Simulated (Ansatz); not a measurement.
# Al3GaN4: how the free axis answers a strain

Al3GaN4, P-43m, a = 4.407 Å. The structure is a Materials Project entry; whether it is the stable form wasn't checked. Ansatz: PBEsol, PAW, 420 eV, Γ-centred 6×6×6 mesh on 8 atoms, Gaussian smearing 0.02 eV; no spin polarisation. Series: biaxial strain in the a-b plane, c and atoms relaxed; x is the strain in per cent. y is the change of c in per cent of 4.407 Å.

| x (%) | y (%) |
| --- | --- |
| -3.0 | ? |
| -1.5 | 1.60 |
| 0.0 | 0.00 |
| 1.5 | -1.69 |
| 3.0 | -3.52 |

**Question.** Fit y = c1 x + c2 x² to the other rows, say what c1 measures, and predict the missing y.

**Answer.** Least squares on the rows shown. y = −1.100 x − 0.02404 x². With no stress along c, c1 = −2C12/C11 = -1.100. At x = -3.0 the fit asked for gives 3.08 %. The run gave 3.10 %, so the fit is 0.02 % too low, a small miss on the scale of the series. The form still works here, 33 % of the fitted range beyond its end.